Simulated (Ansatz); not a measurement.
## Levels at Γ against strain in BaS

```xyz
2
Lattice="0.0000 3.1938 3.1938 3.1938 0.0000 3.1938 3.1938 3.1938 0.0000" Properties=species:S:1:pos:R:3 pbc="T T T"
Ba    0.0000    0.0000    0.0000
S     3.1938    3.1938    3.1938
```

Atom numbers follow the list: Ba1, S2.

The cell is COD entry 9008600, as deposited and not checked against the literature; nothing was relaxed.

No spin–orbit coupling, which matters for the heavy atoms here.

These are results of Ansatz 0.2.0, DFT, LDA, all-electron LAPW, scalar-relativistic, not measurements.

Sampling and basis: a Γ-centred 7×7×7 k mesh, Fermi–Dirac smearing of 0.01 eV, basis error target 0.25 meV/atom, no spin polarisation.

The cell is scaled evenly. Fractional coordinates are held (clamped ions).

Only quantities that a quadratic follows smoothly over the whole series are listed; rougher ones are left out.

```
ln(V/Vcell)  direct gap at Γ (eV)  smallest gap on mesh and path (eV)
    -0.0619                 3.705                               1.902
    -0.0408                 3.593                               1.940
    -0.0101                 3.434                               1.992
     0.0000                 3.383                               2.007
     0.0100                 3.334                               2.022
     0.0198                 3.285                               2.037
     0.0392                 3.191                               2.064
     0.0583                 3.100                               2.088
```

Q: Fit the series and give the slopes at zero strain.

A: Least-squares fits y = p0 + p1 x + p2 x² to the rows give direct gap at Γ (eV): p1 = -5.02, p2 = 2.8; smallest gap on mesh and path (eV): p1 = 1.54, p2 = -2.6. So dEg/dln V = -5.0 eV for the direct gap at Γ, which isn't the fundamental gap here: that one has dEg/dln V = 1.5 eV. Semilocal gaps are too small, but their slopes carry over better.

Q: One run, at ln(V/Vcell) = -0.0202, is withheld. Predict its row.

A: The fits give 3.486, 1.975; the run gave 3.486, 1.975.
